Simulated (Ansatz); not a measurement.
## MnS: computed DOS

```
Mn S
1.0
     0.00000    2.81971    2.81971
     2.81971    0.00000    2.81971
     2.81971    2.81971    0.00000
Mn S
1 1
Direct
  0.00000 0.00000 0.00000
  0.25000 0.25000 0.25000
```

The conventional cell has a = 5.639 Å, b = 5.639 Å, c = 5.639 Å, α = 90.00°, β = 90.00°, γ = 90.00°. Mn (atom 1) has 4 S at 2.44 Å as nearest neighbours. S (atom 2) has 4 Mn at 2.44 Å as nearest neighbours.

The structure comes from a relaxation in the same program, started in the zincblende type, and has space group F-43m. Whether it is a known phase or the ground state wasn't checked.

Other magnetic orders may lie lower; this is the state that the run reached.

Theory: DFT, PBE, all-electron LAPW, scalar-relativistic in Ansatz 0.2.0.

Sampling and basis: a Γ-centred 12×12×12 k mesh, Fermi–Dirac smearing of 0.05 eV, basis error target 0.5 meV/atom, spin-polarised from start moments Mn1 4 μB, ending with a cell moment of 4.96 μB.

States per eV and cell, averaged over 0.6 eV, from -5.8 to 3.6 eV, with energies (bin centres) from the Fermi level; empty bins are left out. The partial columns, the largest 4 alone, are projections on Löwdin-orthogonalised atomic shells (those that the program's projection atoms carry: the occupied ones and, for some elements, an empty d or f shell; other empty shells have no column), summed over atoms of an element and both spins. Weights on diffuse s and p shells depend on that basis and aren't pure angular character.

| E (eV) | spin-up | spin-down | Mn 3d | S 3p | Mn 4s | S 3s |
| --- | --- | --- | --- | --- | --- | --- |
| -5.6 | 1.34 | 0.00 | 0.26 | 0.85 | 0.20 | 0.01 |
| -5.0 | 1.43 | 0.60 | 0.63 | 1.22 | 0.16 | 0.01 |
| -4.4 | 2.23 | 1.01 | 1.18 | 1.87 | 0.15 | 0.01 |
| -3.8 | 0.00 | 1.00 | 0.11 | 0.83 | 0.04 | 0.00 |
| -3.2 | 3.33 | 2.38 | 3.65 | 1.99 | 0.02 | 0.01 |
| -2.6 | 1.35 | 0.00 | 1.11 | 0.14 | 0.03 | 0.03 |
| -2.0 | 1.20 | 0.00 | 0.74 | 0.38 | 0.02 | 0.02 |
| -1.4 | 1.26 | 0.00 | 0.63 | 0.56 | 0.01 | 0.02 |
| -0.8 | 0.89 | 0.00 | 0.38 | 0.47 | 0.01 | 0.01 |
| -0.2 | 0.31 | 0.10 | 0.20 | 0.18 | 0.00 | 0.00 |
| 0.4 | 0.00 | 1.44 | 1.28 | 0.02 | 0.01 | 0.00 |
| 1.0 | 0.00 | 3.05 | 2.82 | 0.05 | 0.03 | 0.01 |
| 1.6 | 0.03 | 1.74 | 1.52 | 0.13 | 0.02 | 0.03 |
| 2.2 | 0.07 | 1.70 | 1.34 | 0.26 | 0.07 | 0.04 |
| 2.8 | 0.27 | 0.33 | 0.23 | 0.11 | 0.12 | 0.03 |
| 3.4 | 0.59 | 0.10 | 0.02 | 0.08 | 0.24 | 0.04 |

Question: Which of the resolved shells contributes most within 0.3 eV of the Fermi level?

Answer: Mn 3d, with 74 % of all states there; S 3p follows with 15 %.

Question: Where is the centre of the filled Mn 3d states between -14 eV and the top of the filled states?

Answer: -3.21 eV from the Fermi level.
